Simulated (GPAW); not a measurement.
Entries from a set of simulations; values are calculated unless marked as measured.

```
A GW chain in GPAW: GaAs (F-43m)
1.0
     0.00000    2.82685    2.82685
     2.82685    0.00000    2.82685
     2.82685    2.82685    0.00000
Ga As
1 1
Direct
  0.00000 0.00000 0.00000
  0.25000 0.25000 0.25000
# method: DFT, PBE, plane waves, PAW (and 1 further level or step)
# program: GPAW 26.7.0
# settings of one run: cutoff 450 eV, GPAW PAW setups 1.2.1 data release, 6×6×6 k-mesh, nbands 247
# cost: 3 runs, 2.2 min in all on 8 MPI ranks of Arm Neoverse V1, shared host (the runs of this entry)
# notes: The cell and positions come from the Crystallography Open Database and are kept as given unless a step says otherwise. Limits: no spin-orbit coupling. Bands and cutoff are finite, so the gap is not at the basis limit. The miss can reach some tenths of an eV and take either sign; the mesh is an error of its own. The 6×6×6 mesh is coarse for this cell, which bears on the long-range parts of exchange and screening.
# PBE gap: 0.59 eV, direct
# G0W0 gap on the mesh: 1.72 eV
# GW settings: 6×6×6 mesh, 237 bands, screening to 175 eV, Godby-Needs plasmon pole
# known limits: not at the basis limit; no spin-orbit coupling; coarse k mesh
```

[Paths, hosts, dates, memory and timing lines, banners, echoed tables and standing remarks are left out of the program output.]

[Logs are printed without paths, hosts, clocks, repeated set-up lines and the standing remarks that a program may print on its own settings, such as how far it seeks lower states.]

[Runs of the session that timed out or met a known fault of the program may be left out.]

[Hosts, paths, dates, database ids (printed as entryN), source tags and the programs' standing remarks are cut or masked in the printed files.]
